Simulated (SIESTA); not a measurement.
BeTe:

```xyz
2
Lattice="0.0000 2.7700 2.7700 2.7700 0.0000 2.7700 2.7700 2.7700 0.0000" Properties=species:S:1:pos:R:3 pbc="T T T"
Te    4.1550    4.1550    4.1550
Be    0.0000    0.0000    0.0000
```

* Program: SIESTA 5.4.2
* Task: relaxation of cell and atoms
* Functional: PBE
* Potentials or basis: PseudoDojo 0.4 standard (PBE files)
* Basis: DZP (energy shift 0.002 Ry)
* Grid cutoff: 800 Ry
* Energy shift: 0.002 Ry
* k mesh: 8 × 8 × 8
* Occupations: fermi-dirac, width 0.05 eV
* Spin: no spin polarisation

At the start: pressure 3.3 GPa; volume 21.25 Å³/atom.

Question: Where does the relaxation end?

Answer: Over 24 steps the energy falls by 20.2 meV/atom and the volume is 22.52 Å³/atom (+6.0 %); space group F-43m (No. 216, to 0.05 Å).

Step by step:
| step | energy change (eV) | largest force (eV/Å) | pressure (GPa) | volume (Å³) |
| --- | --- | --- | --- | --- |
| 1 | 0.0000 | 0.0001 | 3.32 | 42.51 |
| 2 | -0.0019 | 0.0001 | 3.27 | 42.60 |
| 3 | 0.0543 | 0.0020 | -6.35 | 49.97 |
| 4 | 0.5373 | 0.0078 | 22.03 | 35.73 |
| 5 | 0.2827 | 0.0157 | -8.98 | 54.84 |
| 6 | 4.9105 | 0.0662 | 122.59 | 24.45 |
| 7 | -0.0399 | 0.0168 | 0.75 | 44.85 |
| 8 | 0.3659 | 0.0302 | -9.28 | 56.34 |
| 9 | -0.0110 | 0.0098 | -2.09 | 47.60 |
| 10 | -0.0395 | 0.0423 | 0.93 | 44.79 |
| 11 | -0.0336 | 0.0114 | -2.19 | 45.93 |
| 12 | -0.0328 | 0.0240 | 2.52 | 44.19 |
| 13 | -0.0364 | 0.0205 | -1.83 | 45.70 |
| 14 | -0.0311 | 0.0169 | 2.71 | 44.09 |
| 15 | -0.0264 | 0.0077 | -2.37 | 46.42 |
| 16 | -0.0340 | 0.0102 | -2.15 | 45.89 |
| 17 | -0.0377 | 0.0368 | -1.55 | 45.58 |
| 18 | -0.0402 | 0.0088 | 0.46 | 44.93 |
| 19 | -0.0402 | 0.0037 | -0.39 | 45.18 |
| 20 | -0.0403 | 0.0068 | -0.26 | 45.14 |
| 21 | -0.0402 | 0.0032 | -0.42 | 45.19 |
| 22 | -0.0403 | 0.0013 | -0.33 | 45.16 |
| 23 | -0.0404 | 0.0004 | -0.10 | 45.10 |
| 24 | -0.0404 | 0.0008 | 0.07 | 45.05 |

Final structure:
```yaml
crystal:
  lattice:
    - [0.00025, 2.82420, 2.82420]
    - [2.82420, 0.00025, 2.82420]
    - [2.82420, 2.82420, 0.00025]
  atoms:
    - { symbol: Te, position: [0.75001, 0.75001, 0.75001] }
    - { symbol: Be, position: [0.99999, 0.99999, 0.99999] }
```

Caveat: semicore shells carry a single zeta, which can move pressures by several GPa and volumes by a few percent; the basis of atomic orbitals isn't converged, which shifts pressures, moduli and gaps.
